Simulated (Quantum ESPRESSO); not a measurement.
Convergence study of the k-point mesh for AlSb (R3m, 2 atoms in the cell)

```yaml
crystal:
  lattice:
    - [2.16431, -1.24956, 3.53430]
    - [0.00000, 2.49912, 3.53430]
    - [-2.16431, -1.24956, 3.53430]
  atoms:
    - { symbol: Al, position: [0.00472, 0.00472, 0.00472] }
    - { symbol: Sb, position: [0.25000, 0.25000, 0.25000] }
```

Method of the run: PBE, PSlibrary PAW (PBE) pseudopotentials (plane waves; Quantum ESPRESSO).

Base settings: ecutwfc = 35 Ry; ecutrho = 210 Ry; occupations = smearing; smearing = fermi-dirac; degauss = 0.000734986 Ry; potentials = {Al: Al.pbe-n-kjpaw_psl.1.0.0.UPF, Sb: Sb.pbe-n-kjpaw_psl.1.0.0.UPF}; K_POINTS = automatic 7 7 7 0 0 0; conv_thr = 1e-10 Ry.

The second cell is the first with its lattice scaled by 0.98.

Only quantities that move along the ladder and can be compared are tabulated.

The count of work is k-points × plane waves × bands × iterations; it is no time. Core times come from one kind of shared machine, to one figure; runs under 30 s give none.

The starting cell has typed, rounded lattice constants, without a prior relaxation at this level. Its lattice was rescaled by up to half a per cent. One atom was moved a little off its site on purpose. Spin-orbit coupling is off.

| K_POINTS | free energy less the last step's (meV/atom) | energy of the compressed cell less the first (meV/atom) | pressure (GPa) | largest difference of a force vector from the last step's (eV/Å) | gap on the mesh (eV) | count of work / last | core time / last (rough) |
|---|---|---|---|---|---|---|---|
| automatic 2 2 2 0 0 0 | 995.32 | 103.49 | 7.40 | 0.044 | 0.991 | 0.0065 | – |
| automatic 3 3 3 0 0 0 | 229.80 | 64.71 | 3.99 | 0.016 | 1.227 | 0.0087 | – |
| automatic 4 4 4 0 0 0 | 66.84 | 56.17 | 3.25 | 0.006 | 1.081 | 0.021 | – |
| automatic 5 5 5 0 0 0 | 22.12 | 53.77 | 3.04 | 0.003 | 1.110 | 0.028 | – |
| automatic 6 6 6 0 0 0 | 8.02 | 53.05 | 2.99 | 0.001 | 1.094 | 0.052 | – |
| automatic 7 7 7 0 0 0 | 3.12 | 52.84 | 2.97 | 0.001 | 1.091 | 0.072 | – |
| automatic 8 8 8 0 0 0 | 1.28 | 52.79 | 2.97 | 0.000 | 1.097 | 0.11 | – |
| automatic 9 9 9 0 0 0 | 0.55 | 52.78 | 2.97 | 0.000 | 1.088 | 0.11 | – |
| automatic 10 10 10 0 0 0 | 0.24 | 52.79 | 2.97 | 0.000 | 1.097 | 0.19 | – |
| automatic 11 11 11 0 0 0 | 0.11 | 52.79 | 2.97 | 0.000 | 1.089 | 0.21 | – |
| automatic 12 12 12 0 0 0 | 0.05 | 52.80 | 2.97 | 0.000 | 1.097 | 0.31 | 0.4 |
| automatic 13 13 13 0 0 0 | 0.03 | 52.80 | 2.97 | 0.000 | 1.090 | 0.38 | 0.4 |
| automatic 15 15 15 0 0 0 | 0.01 | 52.80 | 2.97 | 0.000 | 1.091 | 0.57 | 0.6 |
| automatic 16 16 16 0 0 0 | 0.00 | 52.80 | 2.97 | 0.000 | 1.089 | 0.54 | 0.6 |
| automatic 18 18 18 0 0 0 | 0.00 | 52.80 | 2.97 | 0.000 | 1.088 | 0.95 | 0.9 |
| automatic 20 20 20 0 0 0 | 0.00 | 52.80 | 2.97 | 0.000 | 1.088 | 1.0 | 1 |

Coarsest K_POINTS that holds the pressure within 0.05 GPa of the last step, with all finer ones: automatic 6 6 6 0 0 0, at 0.052 of the last step's count of work; the step before is off by 0.07 GPa.

Coarsest K_POINTS that holds the free energy within 1 meV/atom of the last step, with all finer ones: automatic 9 9 9 0 0 0, at 0.11 of the last step's count of work; the step before is off by 1.3 meV/atom.

The energy difference between the two cells stays within 1 meV/atom of the last step's from automatic 5 5 5 0 0 0 on, the total only from automatic 9 9 9 0 0 0 on: much of the error is common to both cells and cancels.

The gap on the mesh jumps up and down from mesh to mesh; it is no smooth measure of convergence.
